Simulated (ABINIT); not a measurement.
# InP (F-43m): a self-consistent loop beyond G0W0, cycle by cycle

Aim: iterate the self-energy on InP (F-43m) and follow the gap from cycle to cycle.

Method: PBE and many-body steps on it, plane waves, in ABINIT 10.8.3.

## (1) The structure

It takes space group F-43m (No. 216, cubic). The conventional cell has a = 5.869 Å, b = 5.869 Å, c = 5.869 Å, α = 90.00°, β = 90.00°, γ = 90.00°. In has 4 P at 2.54 Å nearest. Nearest to P lie 4 In at 2.54 Å. Farther neighbours are not listed.

As a file:

```cif
data_structure
_symmetry_space_group_name_H-M 'F-43m'
_symmetry_Int_Tables_number 216
_cell_length_a 5.8687
_cell_length_b 5.8687
_cell_length_c 5.8687
_cell_angle_alpha 90.000
_cell_angle_beta 90.000
_cell_angle_gamma 90.000
_cell_volume 202.13
loop_
_atom_site_label
_atom_site_type_symbol
_atom_site_symmetry_multiplicity
_atom_site_Wyckoff_symbol
_atom_site_fract_x
_atom_site_fract_y
_atom_site_fract_z
_atom_site_occupancy
In1 In 4 a 0.00000 0.00000 0.00000 1
P1 P 4 d 0.25000 0.25000 0.75000 1
```

The cell and positions come from the Crystallography Open Database and are kept as given unless a step says otherwise.

## (2) Empty states on the mesh, 4×4×4 mesh, 395 bands

This step: ABINIT 10.8.3; DFT, PBE, plane waves, norm-conserving pseudopotentials.

The sums over transitions need many empty states on a uniform mesh; this step solves for them.

File run.abi:

```
acell 3*1.0 Angstrom
rprim 
  -0.000000000000 2.934350000000 2.934350000000
  2.934350000000 -0.000000000000 2.934350000000
  2.934350000000 2.934350000000 -0.000000000000
ntypat 2
znucl 49 15
natom 2
typat 1 2
xred 
  0.000000000000 0.000000000000 0.000000000000
  0.250000000000 0.250000000000 0.250000000000
pp_dirpath "pseudos"
pseudos "In.upf, P.upf"
ecut 33
ngkpt 4 4 4
nshiftk 1
shiftk 0 0 0
kptopt 1
chksymbreak 0
irdden 1
istwfk *1
nband 395
prtvol 0
optdriver 6
gwr_task "HDIAGO"
paral_kgb 0
occopt 1
indata_prefix "in"
outdata_prefix "out"
tmpdata_prefix "tmp"
```

Launch:

```
> OMP_NUM_THREADS=1 mpirun -n 8 abinit run.abi > log
```

What it wrote:

```text
.Version 10.8.3 of ABINIT. v10.8.2 released Aug 2026.

 Symmetries : space group F-4 3 m (#216); Bravais cF (face-center cubic)
[... echo of the input left out ...]
== DATASET  1 ==================================================================
-   mpi_nproc: 8, omp_nthreads: 1 (-1 if OMP is not activated)

--- !DatasetInfo
iteration_state: {dtset: 1, }
dimensions: {natom: 2, nkpt: 8, mband: 395, nsppol: 1, nspinor: 1, nspden: 1, mpw: 3119, }
cutoff_energies: {ecut:  33.0, pawecutdg:  -1.0, }
[...]
Direct band gap semiconductor
 Fundamental gap:     0.688 (eV)
   VBM:     4.922 (eV) at k: [ 0.0000E+00,  0.0000E+00,  0.0000E+00]
   CBM:     5.610 (eV) at k: [ 0.0000E+00,  0.0000E+00,  0.0000E+00]
 Direct gap:         0.688 (eV) at k: [ 0.0000E+00,  0.0000E+00,  0.0000E+00]

== END DATASET(S) ==============================================================
================================================================================

 -outvars: echo values of variables after computation  --------
           etotal      0.0000000000E+00
            nband         395
             nkpt           8
          spgroup         216
 [... the other variables as echoed above ...]

 Calculation completed.
```

The job ended after 19 s (8 MPI ranks of AMD EPYC 7B13 (Zen 3), shared host; peak memory 4.7 GiB).

Numbers from this step:

```
gap                                                           : 0.6876 eV
k of the valence top                                          : 0, 0, 0
k of the conduction bottom                                    : 0, 0, 0
least direct gap                                              : 0.6876 eV
k points computed                                             : 8
lowest point of the top converged band, above the valence top : 207.0237 eV
```

On this mesh the gap is 0.688 eV.

The density comes from a self-consistent run that is not shown.

## (3) Screening, 4×4×4 mesh, 387 bands, screening to 359.2 eV

The RPA dielectric matrix is built and inverted for each q.

This step: RPA screening on PBE, plane waves, norm-conserving pseudopotentials.

run.abi, as its differences from that of step 2:

```diff
@@ -20,10 +20,11 @@
 chksymbreak 0
-irdden 1
 istwfk *1
-nband 395
-prtvol 0
-optdriver 6
-gwr_task "HDIAGO"
-paral_kgb 0
 occopt 1
+irdwfk 1
+optdriver 3
+nband 387
+ecuteps 13.2
+inclvkb 2
+awtr 1
+symchi 1
 indata_prefix "in"
```

What it wrote:

```text
.Version 10.8.3 of ABINIT. v10.8.2 released Aug 2026.

 Symmetries : space group F-4 3 m (#216); Bravais cF (face-center cubic)
[... echo of the input left out ...]
== DATASET  1 ==================================================================
-   mpi_nproc: 8, omp_nthreads: 1 (-1 if OMP is not activated)

--- !DatasetInfo
iteration_state: {dtset: 1, }
dimensions: {natom: 2, nkpt: 8, mband: 387, nsppol: 1, nspinor: 1, nspden: 1, mpw: 3119, }
cutoff_energies: {ecut:  33.0, pawecutdg:  -1.0, }
electrons: {nelect:   2.60000000E+01, charge:   0.00000000E+00, occopt:   1.00000000E+00, tsmear:   1.00000000E-02, }

 SCREENING: Calculation of the susceptibility and dielectric matrices

 Based on a program developped by R.W. Godby, V. Olevano, G. Onida, and L. Reining.
 Incorporated in ABINIT by V. Olevano, G.-M. Rignanese, and M. Torrent.
.Using double precision arithmetic ; gwpc =  8

[... cell and pseudopotentials left out ...]
--------------------------------------------------------------------------------

 ==== K-mesh for the wavefunctions ====
 Number of points in the irreducible wedge :     8
[... list of points left out ...]
 Together with 24 symmetry operations and time-reversal symmetry
 yields    64 points in the full Brillouin Zone.

 ==== Q-mesh for the screening function ====
 Number of points in the irreducible wedge :     8
[... list of points left out ...]
 Together with 24 symmetry operations and time-reversal symmetry
 yields    64 points in the full Brillouin Zone.

 setmesh: FFT mesh size selected  =    36x   36x   36
          total number of points  =        46656

 vcoul_init : cutoff-mode = AUXILIARY_FUNCTION
 q-points for optical limit:   1
     1)      0.000010    0.000020    0.000030

- screening: taking advantage of time-reversal symmetry
- Maximum band index for partially occupied states nbvw = 13
- Remaining bands to be divided among processors   nbcw = 374
- Number of bands treated by each node ~46

 Number of electrons calculated from density =   26.0000; Expected =   26.0000
 average of density, n =  0.076245
 r_s =    1.4630
 omega_plasma =   26.6355 [eV]

 calculating chi0 at frequencies [eV] :
  1    0.000000E+00    0.000000E+00
  2    0.000000E+00    2.663552E+01

--------------------------------------------------------------------------------
  q-point number  1        q = ( 0.000000, 0.000000, 0.000000) [r.l.u.]
--------------------------------------------------------------------------------
[... chi0 elements left out ...]
 For q-point:  0.000010 0.000020 0.000030
  dielectric constant =  47.1745
  dielectric constant without local fields =  49.8136

  Average fulfillment of the sum rule on Im[epsilon] for q-point    1 :     93.15  [%]
[... wings left out ...]
  q-point number  2        q = ( 0.250000, 0.000000, 0.000000) [r.l.u.]
--------------------------------------------------------------------------------
[... chi0 elements left out ...]
  Average fulfillment of the sum rule on Im[epsilon] for q-point    2 :     98.61  [%]

 [... 6 further q-points ...]
```

Elapsed: 3 min, on 8 MPI ranks; peak memory 3.9 GiB; 24 min of CPU time.

Numbers from this step:

```yaml
eps_infinity_with_local_fields_on_this_mesh_along_the_program_s_q_direction: 47.17
the_same_without_local_fields: 49.81
plasma_frequency: 26.64 eV
plane_waves_in_the_screening_matrix: 749
```

Local fields lower ε∞ by 5 %. On a Γ-centred mesh this coarse the value itself is usually too large, while a short band sum pulls it down.

## (4) G0W0

The self-energy is evaluated for the states that the input lists, and the levels follow from it, in one-shot runs by the linearised quasiparticle equation.

This step: G0W0 on PBE, plane waves, norm-conserving pseudopotentials.

run.abi, as its differences from that of step 3:

```diff
@@ -23,8 +23,19 @@
 irdwfk 1
-optdriver 3
+optdriver 4
 nband 387
+gwcalctyp 0
+ecutsigx 33
+symsigma 1
+nkptgw 3
+kptgw 
+  0.0000000000 0.0000000000 0.0000000000
+  0.5000000000 0.0000000000 0.0000000000
+  0.5000000000 0.5000000000 0.0000000000
+bdgw 
+  11 17
+  12 16
+  12 15
 ecuteps 13.2
-inclvkb 2
-awtr 1
-symchi 1
+irdscr 1
+ppmodel 1
 indata_prefix "in"
```

What it wrote:

```text
.Version 10.8.3 of ABINIT. v10.8.2 released Aug 2026.

 Symmetries : space group F-4 3 m (#216); Bravais cF (face-center cubic)
[... echo of the input left out ...]
== DATASET  1 ==================================================================
-   mpi_nproc: 8, omp_nthreads: 1 (-1 if OMP is not activated)

--- !DatasetInfo
iteration_state: {dtset: 1, }
dimensions: {natom: 2, nkpt: 8, mband: 387, nsppol: 1, nspinor: 1, nspden: 1, mpw: 3119, }
cutoff_energies: {ecut:  33.0, pawecutdg:  -1.0, }
electrons: {nelect:   2.60000000E+01, charge:   0.00000000E+00, occopt:   1.00000000E+00, tsmear:   1.00000000E-02, }

 SIGMA: Calculation of the GW corrections

 Based on a program developped by R.W. Godby, V. Olevano, G. Onida, and L. Reining.
 Incorporated in ABINIT by V. Olevano, G.-M. Rignanese, and M. Torrent.
.Using double precision arithmetic ; gwpc =  8

[... cell and pseudopotentials left out ...]
--------------------------------------------------------------------------------

 ==== K-mesh for the wavefunctions ====
 Number of points in the irreducible wedge :     8
[... list of points left out ...]
 Together with 24 symmetry operations and time-reversal symmetry
 yields    64 points in the full Brillouin Zone.

 ==== Q-mesh for screening function ====
 Number of points in the irreducible wedge :     8
[... list of points left out ...]
 Together with 24 symmetry operations and time-reversal symmetry
 yields    64 points in the full Brillouin Zone.

 vcoul_init : cutoff-mode = AUXILIARY_FUNCTION
 q-points for optical limit:   1
     1)      0.000010    0.000020    0.000030
 setmesh: FFT mesh size selected  =    45x   45x   45
          total number of points  =        91125

 Number of electrons calculated from density =   26.0000; Expected =   26.0000
 average of density, n =  0.076245
 r_s =    1.4630
 omega_plasma =   26.6355 [eV]

 === KS Band Gaps ===
  >>>> For spin  1
   Minimum direct gap =   0.6876 [eV], located at k-point      :   0.0000  0.0000  0.0000
   Fundamental gap    =   0.6876 [eV], Top of valence bands at :   0.0000  0.0000  0.0000
                                       Bottom of conduction at :   0.0000  0.0000  0.0000
 SIGMA fundamental parameters:
 PLASMON POLE MODEL  1
 number of plane-waves for SigmaX                 3119
 number of plane-waves for SigmaC and W            749
 number of plane-waves for wavefunctions          3119
 number of bands                                   387
 number of independent spin polarizations            1
 number of spinorial components                      1
 number of k-points in IBZ                           8
 number of q-points in IBZ                           8
 number of symmetry operations                      24
 number of k-points in BZ                           64
 number of q-points in BZ                           64
 number of frequencies for dSigma/dE                 9
 frequency step for dSigma/dE [eV]                0.25
 number of omega for Sigma on real axis              0
 max omega for Sigma on real axis  [eV]           0.00
 zcut for avoiding poles [eV]                     0.10

 EPSILON^-1 parameters (SCR file):
 dimension of the eps^-1 matrix on file            749
 dimension of the eps^-1 matrix used               749
 number of plane-waves for wavefunctions          3119
 number of bands                                   387
 number of q-points in IBZ                           8
 number of frequencies                               2
 number of real frequencies                          1
 number of imag frequencies                          1

 matrix elements of self-energy operator (all in [eV])

 Perturbative Calculation

--- !SelfEnergy_ee
iteration_state: {dtset: 1, }
kpoint     : [   0.000,    0.000,    0.000, ]
spin       : 1
KS_gap     :    0.688
QP_gap     :    1.354
Delta_QP_KS:    0.667
data: !SigmaeeData |
     Band     E0 <VxcDFT>   SigX SigC(E0)      Z dSigC/dE  Sig(E)    E-E0       E
       11   4.922 -12.904 -14.799   0.928   0.775  -0.290 -13.653  -0.749   4.174
       12   4.922 -12.904 -14.799   0.928   0.775  -0.290 -13.653  -0.749   4.174
       13   4.922 -12.904 -14.799   0.928   0.775  -0.290 -13.653  -0.749   4.174
       14   5.610 -11.727  -7.731  -4.100   0.790  -0.266 -11.809  -0.082   5.528
       15   9.010 -10.776  -6.305  -4.430   0.794  -0.260 -10.743   0.033   9.042
       16   9.010 -10.776  -6.305  -4.430   0.794  -0.260 -10.743   0.033   9.042
[...]
--- !SelfEnergy_ee
iteration_state: {dtset: 1, }
kpoint     : [   0.500,    0.000,    0.000, ]
spin       : 1
KS_gap     :    2.454
QP_gap     :    3.181
Delta_QP_KS:    0.727
data: !SigmaeeData |
     Band     E0 <VxcDFT>   SigX SigC(E0)      Z dSigC/dE  Sig(E)    E-E0       E
[...]
--- !SelfEnergy_ee
iteration_state: {dtset: 1, }
kpoint     : [   0.500,    0.500,    0.000, ]
spin       : 1
KS_gap     :    4.074
QP_gap     :    4.657
Delta_QP_KS:    0.583
data: !SigmaeeData |
     Band     E0 <VxcDFT>   SigX SigC(E0)      Z dSigC/dE  Sig(E)    E-E0       E
[...]
13   2.616 -11.399 -14.174   1.690   0.770  -0.298 -12.235  -0.836   1.780
       14   6.689  -9.195  -5.564  -3.944   0.807  -0.239  -9.447  -0.252   6.437
       15   7.190 -10.683  -6.692  -4.099   0.797  -0.255 -10.769  -0.086   7.104

== END DATASET(S) ==============================================================
================================================================================

 -outvars: echo values of variables after computation  --------
           etotal      0.0000000000E+00
            nband         387
             nkpt           8
          spgroup         216
 [... the other variables as echoed above ...]

 Calculation completed.
```

It took 3.6 min on 8 MPI ranks; peak memory 5.5 GiB.

Numbers from this step:

| Property | Result |
| --- | --- |
| G0W0 gap on the points computed | 1.354 eV |
| starting gap on the mesh | 0.6876 eV |
| k of the valence top | 0, 0, 0 |
| k of the conduction bottom | 0, 0, 0 |
| Z at the valence top | 0.775 |
| Z at the conduction bottom | 0.79 |
| least direct G0W0 gap on the computed points | 1.354 eV |

The gap on the mesh goes from 0.69 eV to 1.35 eV, a correction of +0.67 eV.

(Continued in part 2 of 2.)

[Paths, hosts, dates, memory and timing lines, banners, echoed tables and standing remarks are left out of the program output.]

[Logs are printed without paths, hosts, clocks, repeated set-up lines and the standing remarks that a program may print on its own settings, such as how far it seeks lower states.]

[Runs of the session that timed out or met a known fault of the program may be left out.]

[Hosts, paths, dates, database ids (printed as entryN), source tags and the programs' standing remarks are cut or masked in the printed files.]

[G0W0 gaps are taken among the corrected bands and points alone; a level outside them can change the order at an edge.]

[Where Ansatz stands beside ABINIT at settings called matched, ABINIT's density can come from a denser mesh and the files from another edition; pairs whose starting gaps differed by over 0.03 eV were left out, so agreement reads better than it is.]
